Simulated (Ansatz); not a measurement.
Density of states of WSe₂

```xyz
3
Lattice="0.0000 3.1013 3.1013 3.1013 0.0000 3.1013 3.1013 3.1013 0.0000" Properties=species:S:1:pos:R:3 pbc="T T T"
W     0.0000    0.0000    0.0000
Se    1.5507    1.5507    1.5507
Se    4.6520    4.6520    4.6520
```

The cell was built from the fluorite type and relaxed in the same program, and has space group Fm-3m; it needn't be a known or the stable phase.

Spin–orbit coupling is left out, though it moves levels of the heavy atoms by tenths of an eV or more.

Method: DFT, PBE, all-electron LAPW, scalar-relativistic in Ansatz 0.2.0.

The runs use a Γ-centred 11×11×11 k mesh, Fermi–Dirac smearing of 0.05 eV, basis error target 1 meV/atom, no spin polarisation.

States per eV and cell, averaged over 0.6 eV, from -5.8 to 3.6 eV, with energies (bin centres) from the Fermi level; empty bins are left out. The partial columns, the largest 3 alone, are projections on Löwdin-orthogonalised atomic shells (those that the program's projection atoms carry: the occupied ones and, for some elements, an empty d or f shell; other empty shells have no column), summed over atoms of an element. Weights on diffuse s and p shells depend on that basis and aren't pure angular character.

```json
{"E (eV)": "-5.6", "total": "3.50", "Se 4p": "2.59", "W 5d": "0.73", "Se 4s": "0.04"}
{"E (eV)": "-5.0", "total": "2.43", "Se 4p": "1.74", "W 5d": "0.55", "Se 4s": "0.05"}
{"E (eV)": "-4.4", "total": "1.93", "Se 4p": "1.35", "W 5d": "0.41", "Se 4s": "0.07"}
{"E (eV)": "-3.8", "total": "0.56", "Se 4p": "0.39", "W 5d": "0.13", "Se 4s": "0.02"}
{"E (eV)": "-3.2", "total": "1.98", "Se 4p": "1.40", "W 5d": "0.46", "Se 4s": "0.06"}
{"E (eV)": "-2.6", "total": "1.93", "Se 4p": "1.31", "W 5d": "0.50", "Se 4s": "0.06"}
{"E (eV)": "-2.0", "total": "2.80", "Se 4p": "1.66", "W 5d": "1.01", "Se 4s": "0.05"}
{"E (eV)": "-1.4", "total": "1.44", "Se 4p": "0.91", "W 5d": "0.44", "Se 4s": "0.05"}
{"E (eV)": "-0.8", "total": "1.01", "Se 4p": "0.49", "W 5d": "0.39", "Se 4s": "0.04"}
{"E (eV)": "-0.2", "total": "4.43", "Se 4p": "0.59", "W 5d": "3.57", "Se 4s": "0.04"}
{"E (eV)": "0.4", "total": "2.61", "Se 4p": "0.66", "W 5d": "1.79", "Se 4s": "0.02"}
{"E (eV)": "1.0", "total": "0.07", "Se 4p": "0.06", "W 5d": "0.01", "Se 4s": "0.00"}
{"E (eV)": "1.6", "total": "1.13", "Se 4p": "0.19", "W 5d": "0.74", "Se 4s": "0.12"}
{"E (eV)": "2.2", "total": "1.99", "Se 4p": "0.51", "W 5d": "1.14", "Se 4s": "0.15"}
{"E (eV)": "2.8", "total": "1.81", "Se 4p": "0.75", "W 5d": "0.84", "Se 4s": "0.06"}
{"E (eV)": "3.4", "total": "2.53", "Se 4p": "1.14", "W 5d": "1.18", "Se 4s": "0.03"}
```

Q: Which of the resolved shells contributes most within 0.3 eV of the Fermi level?

A: W 5d, with 79 % of all states there; Se 4p follows with 15 %.
